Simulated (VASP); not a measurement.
Wanted: the native input for a VASP 6.6.1 run.

```yaml
Task: density of states
Functional: LDA
Potentials_or_basis: VASP PAW LDA potentials, release 64 (Ti_sv, B)
Cutoff: 520 eV
k_mesh: 15 × 15 × 14
Occupations: gaussian, width 0.1 eV
Spin: no spin polarisation
k_mesh_for_the_DOS: 23 × 23 × 21
Occupations_for_the_DOS: tetrahedron
Further_INCAR_settings: ALGO = Normal; EDIFF = 1e-07; NBANDS = 16
```

The system is TiB2.

```
Ti B
1.0
     2.99584    0.00000    0.00000
    -1.49792    2.59447    0.00000
     0.00000    0.00000    3.16173
Ti B
1 2
Direct
  0.00000 0.00000 0.00000
  0.33333 0.66667 0.50000
  0.66667 0.33333 0.50000
```

These files were run (other wordings do the same):

POSCAR

```
TiB2                                    
1.0
    2.9958385047      0.0000000000      0.0000000000
   -1.4979192523      2.5944722477      0.0000000000
    0.0000000000      0.0000000000      3.1617270069
  Ti              B             
     1     2
Direct
     0.0000000000000000    0.0000000000000000    0.0000000000000000
     0.3333333300000021    0.6666666699999979    0.5000000000000000
     0.6666666699999979    0.3333333300000021    0.5000000000000000
```

INCAR.step1

```
SYSTEM = TiB2
PREC = Accurate ; ENCUT = 520
EDIFF = 1E-7 ; ISMEAR = 0
SIGMA = 0.1 ; LREAL = .False.
LASPH = .True. ; NELM = 80
ALGO = Normal ; ISIF = 2
LWAVE = .False. ; LCHARG = .True.
LMAXMIX = 4 ; NBANDS = 16
```

KPOINTS.step1

```
regular mesh
0
Gamma
  15 15 14
  0 0 0
```

INCAR.step2

```
SYSTEM = TiB2
PREC = Accurate ; ENCUT = 520
EDIFF = 1E-7 ; ISMEAR = -5
SIGMA = 0.1 ; LREAL = .False.
LASPH = .True. ; NELM = 80
ALGO = Normal ; ISIF = 2
LWAVE = .False. ; LCHARG = .False.
LMAXMIX = 4 ; LORBIT = 10
NBANDS = 16 ; NEDOS = 2001
ICHARG = 11
```

KPOINTS.step2

```
regular mesh
0
Gamma
  23 23 21
  0 0 0
```

Potentials or basis: VASP PAW LDA potentials, release 64 (Ti_sv, B).

Run with:

```sh
$ cat potpaw_LDA.64/Ti_sv/POTCAR potpaw_LDA.64/B/POTCAR > POTCAR
$ cp INCAR.step1 INCAR
$ cp KPOINTS.step1 KPOINTS
$ mpirun -np 1 vasp_std > vasp.out
$ cp INCAR.step2 INCAR
$ cp KPOINTS.step2 KPOINTS
$ mpirun -np 1 vasp_std > vasp.out
```

Results of the run:

* Valence electrons inside the program's atomic spheres: Ti 10.54; B 2.06

It took 71 s on 1 thread of Intel(R) Xeon(R) 6975P-C (Granite Rapids), on a shared host, peak memory 0.36 GiB.
